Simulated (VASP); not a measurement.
Level of theory: r2SCAN meta-GGA, VASP's PBE PAW potentials (set 64) (plane waves; VASP).

A VASP calculation is set up with these files.

File KPOINTS:
```
Automatic mesh
0
G
 9 9 9
```

File POSCAR:
```
LiI
1
   -0.0000000000     2.9976166502     2.9976166502
    2.9976166502    -0.0000000000     2.9976166502
    2.9976166502     2.9976166502    -0.0000000000
Li I
1 1
Direct
  1.0000000000   0.0000000000   0.0000000000
  0.5000000000   0.5000000000   0.5000000000
```

KPOINTS_OPT:
```
k-points along high-symmetry lines
10
Line-mode
Reciprocal
  0.000000   0.000000   0.000000 ! GAMMA
  0.500000   0.000000   0.500000 ! X

  0.500000   0.000000   0.500000 ! X
  0.625000   0.250000   0.625000 ! U

  0.375000   0.375000   0.750000 ! K
  0.000000   0.000000   0.000000 ! GAMMA

  0.000000   0.000000   0.000000 ! GAMMA
  0.500000   0.500000   0.500000 ! L

  0.500000   0.500000   0.500000 ! L
  0.500000   0.250000   0.750000 ! W

  0.500000   0.250000   0.750000 ! W
  0.500000   0.000000   0.500000 ! X
```

**INCAR**
```
SYSTEM = LiI
PREC = Accurate
ENCUT = 520
EDIFF = 1E-7
NELM = 100
ALGO = Normal
LREAL = .FALSE.
LASPH = .TRUE.
ISMEAR = -5
METAGGA = R2SCAN
LMIXTAU = .TRUE.
LMAXMIX = 4
LWAVE = .FALSE.
LCHARG = .FALSE.
LORBIT = 11
NEDOS = 601
ISIF = 2
```

POTCAR, in this order: Li_sv I (PBE.64 set). Program: vasp_std.

What VASP printed:

OUTCAR:
```
 ion  position               nearest neighbor table
   1  0.000  0.000  0.000-   2 3.00   2 3.00   2 3.00   2 3.00   2 3.00   2 3.00
   2  0.500  0.500  0.500-   1 3.00   1 3.00   1 3.00   1 3.00   1 3.00   1 3.00
  LATTYP: Found a face centered cubic cell.
 ALAT       =     5.9952333004
 Subroutine PRICEL returns:
 Original cell was already a primitive cell.
 Subroutine GETGRP returns: Found 48 space group operations
The static configuration has the point symmetry O_h .
The dynamic configuration has the point symmetry O_h .
 Subroutine INISYM returns: Found 48 space group operations
 Subroutine IBZKPT returns following result:
 Found     35 irreducible k-points:

 Following reciprocal coordinates:
            Coordinates               Weight
  0.000000  0.000000  0.000000      1.000000
  0.111111  0.000000  0.000000      8.000000
  0.222222  0.000000  0.000000      8.000000
  0.333333  0.000000  0.000000      8.000000
  0.444444  0.000000  0.000000      8.000000
  0.111111  0.111111  0.000000      6.000000
  0.222222  0.111111  0.000000     24.000000
  0.333333  0.111111  0.000000     24.000000
  0.444444  0.111111  0.000000     24.000000
 -0.444444  0.111111  0.000000     24.000000
 -0.333333  0.111111  0.000000     24.000000
 -0.222222  0.111111  0.000000     24.000000
 -0.111111  0.111111  0.000000     12.000000
  0.222222  0.222222  0.000000      6.000000
  0.333333  0.222222  0.000000     24.000000
  0.444444  0.222222  0.000000     24.000000
 -0.444444  0.222222  0.000000     24.000000
 -0.333333  0.222222  0.000000     24.000000
 -0.222222  0.222222  0.000000     12.000000
  0.333333  0.333333  0.000000      6.000000
  0.444444  0.333333  0.000000     24.000000
 -0.444444  0.333333  0.000000     24.000000
 -0.333333  0.333333  0.000000     12.000000
  0.444444  0.444444  0.000000      6.000000
 -0.444444  0.444444  0.000000     12.000000
  0.333333  0.222222  0.111111     24.000000
  0.444444  0.222222  0.111111     48.000000
 -0.444444  0.222222  0.111111     48.000000
  0.444444  0.333333  0.111111     24.000000
 -0.444444  0.333333  0.111111     48.000000
 -0.333333  0.333333  0.111111     48.000000
 -0.222222  0.333333  0.111111     24.000000
 -0.444444  0.444444  0.111111     24.000000
 -0.333333  0.444444  0.111111     24.000000
 -0.333333  0.444444  0.222222     24.000000
   k-points           NKPTS =     35   k-points in BZ     NKDIM =     35   number of bands    NBANDS=      9
   number of dos      NEDOS =    601   number of ions     NIONS =      2
   total plane-waves  NPLWV =  32768
   dimension x,y,z NGX =    32 NGY =   32 NGZ =   32
   dimension x,y,z NGXF=    64 NGYF=   64 NGZF=   64
   ions per type =               1   1
   PREC   = accura    normal or accurate (medium, high low for compatibility)
   ISTART =      0    job   : 0-new  1-cont  2-samecut
   ICHARG =      2    charge: 1-file 2-atom 10-const
   ISPIN  =      1    spin polarized calculation?
   LNONCOLLINEAR =      F non collinear calculations
   LSORBIT =      F    spin-orbit coupling
   INIWAV =      1    electr: 0-lowe 1-rand  2-diag
   ENCUT  =  520.0 eV  38.22 Ry    6.18 a.u.   7.88  7.88  7.88*2*pi/ulx,y,z
   NELM   =    100;   NELMIN=  2; NELMDL= -5     # of ELM steps
   EDIFF  = 0.1E-06   stopping-criterion for ELM
   LREAL  =      F    real-space projection
   NLSPLINE    = F    spline interpolate recip. space projectors
   LMAXMIX     =    4 max onsite mixed and CHGCAR
   VOSKOWN=      0    Vosko Wilk Nusair interpolation
   EDIFFG = 0.1E-05   stopping-criterion for IOM
   NSW    =      0    number of steps for IOM
   NBLOCK =      1;   KBLOCK =      1    inner block; outer block
   IBRION =     -1    ionic relax: 0-MD 1-quasi-New 2-CG
...
```

### OSZICAR
```
       N       E                     dE             d eps       ncg     rms          rms(c)
DAV:   1     0.154800822436E+02    0.15480E+02   -0.38337E+03   630   0.992E+02
DAV:   2    -0.291433136892E+02   -0.44623E+02   -0.43533E+02   851   0.140E+02
DAV:   3    -0.309870094607E+02   -0.18437E+01   -0.18424E+01   831   0.341E+01
DAV:   4    -0.310341367670E+02   -0.47127E-01   -0.47091E-01   982   0.577E+00
DAV:   5    -0.310346513936E+02   -0.51463E-03   -0.51459E-03   833   0.558E-01    0.269E+00
DAV:   6    -0.296615427994E+02    0.13731E+01   -0.32420E-01   870   0.482E+00    0.234E+00
DAV:   7    -0.297100697165E+02   -0.48527E-01   -0.13765E-01   684   0.388E+00    0.238E-01
DAV:   8    -0.298278378543E+02   -0.11777E+00   -0.18919E-01   677   0.388E+00    0.199E-01
DAV:   9    -0.295983794773E+02    0.22946E+00   -0.53398E-02   649   0.290E+00    0.260E-01
DAV:  10    -0.295858732685E+02    0.12506E-01   -0.67666E-03   701   0.114E+00    0.203E-01
DAV:  11    -0.296945864005E+02   -0.10871E+00   -0.42207E-02   639   0.277E+00    0.188E-01
DAV:  12    -0.296922331661E+02    0.23532E-02   -0.97181E-03   634   0.131E+00    0.129E-01
DAV:  13    -0.296976722413E+02   -0.54391E-02   -0.34327E-03   638   0.752E-01    0.685E-02
DAV:  14    -0.296974950098E+02    0.17723E-03   -0.44377E-05   931   0.824E-02    0.618E-02
DAV:  15    -0.296979728337E+02   -0.47782E-03   -0.12557E-04   647   0.175E-01    0.855E-02
DAV:  16    -0.296976588583E+02    0.31398E-03   -0.69918E-04   667   0.383E-01    0.406E-02
DAV:  17    -0.296979633580E+02   -0.30450E-03   -0.21383E-04   641   0.197E-01    0.191E-02
DAV:  18    -0.296979970490E+02   -0.33691E-04   -0.72222E-06   966   0.441E-02    0.204E-02
DAV:  19    -0.296980197261E+02   -0.22677E-04   -0.25452E-05   659   0.673E-02    0.583E-03
DAV:  20    -0.296980398002E+02   -0.20074E-04   -0.73399E-06   681   0.366E-02    0.695E-03
DAV:  21    -0.296980391066E+02    0.69362E-06   -0.12909E-07   861   0.485E-03    0.700E-03
DAV:  22    -0.296980380290E+02    0.10777E-05   -0.11171E-07   670   0.439E-03    0.378E-03
DAV:  23    -0.296980374390E+02    0.59000E-06   -0.39023E-07   661   0.801E-03    0.136E-03
DAV:  24    -0.296980379534E+02   -0.51442E-06   -0.62439E-08   661   0.333E-03    0.218E-03
DAV:  25    -0.296980389218E+02   -0.96847E-06   -0.37811E-08   649   0.267E-03    0.101E-03
DAV:  26    -0.296980391629E+02   -0.24107E-06   -0.81804E-09   355   0.119E-03    0.341E-04
DAV:  27    -0.296980395845E+02   -0.42160E-06   -0.16037E-09   353   0.495E-04    0.845E-05
DAV:  28    -0.296980397398E+02   -0.15525E-06   -0.24291E-10   353   0.238E-04    0.132E-04
DAV:  29    -0.296980398197E+02   -0.79964E-07   -0.95336E-11   353   0.123E-04
   1 F= -.29698040E+02 E0= -.29698040E+02  d E =0.000000E+00
       N       E                     dE             ncg
       N       E                     dE             ncg
```

File OUTCAR:
```
------------------------ aborting loop because EDIFF is reached ----------------------------------------
  FORCE on cell =-STRESS in cart. coord.  units (eV):
  Direction    XX          YY          ZZ          XY          YZ          ZX
  --------------------------------------------------------------------------------------
  Total       -0.0152870     -0.0152870     -0.0152870      0.0000000     -0.0000000      0.0000000
  in kB       -0.4546475     -0.4546475     -0.4546475      0.0000000     -0.0000000      0.0000000
  external PRESSURE =      -0.4546475 kB  Pullay stress =       0.0000000 kB
  volume of cell :       53.87
      direct lattice vectors                 reciprocal lattice vectors
     0.000000000  2.997616650  2.997616650    -0.166799180  0.166799180  0.166799180
     2.997616650  0.000000000  2.997616650     0.166799180 -0.166799180  0.166799180
     2.997616650  2.997616650  0.000000000     0.166799180  0.166799180 -0.166799180
 POSITION                                       TOTAL-FORCE (eV/Angst)
 -----------------------------------------------------------------------------------
      0.00000      0.00000      0.00000        -0.000000      0.000000     -0.000000
      2.99762      2.99762      2.99762         0.000000     -0.000000      0.000000
 -----------------------------------------------------------------------------------
    total drift:                                0.000000     -0.000000      0.000000
  FREE ENERGIE OF THE ION-ELECTRON SYSTEM (eV)
  ---------------------------------------------------
  free  energy   TOTEN  =       -29.6980398197 eV

  energy  without entropy=      -29.6980398197  energy(sigma->0) =      -29.69803982

 total charge

# of ion       s       p       d       tot
------------------------------------------
    1        2.001   0.009   0.000   2.010
    2        1.495   2.901   0.006   4.402
--------------------------------------------------
tot          3.496   2.910   0.006   6.411
```
(Selected blocks of OUTCAR.)

The compound is LiI in the rock salt structure. It was relaxed first.
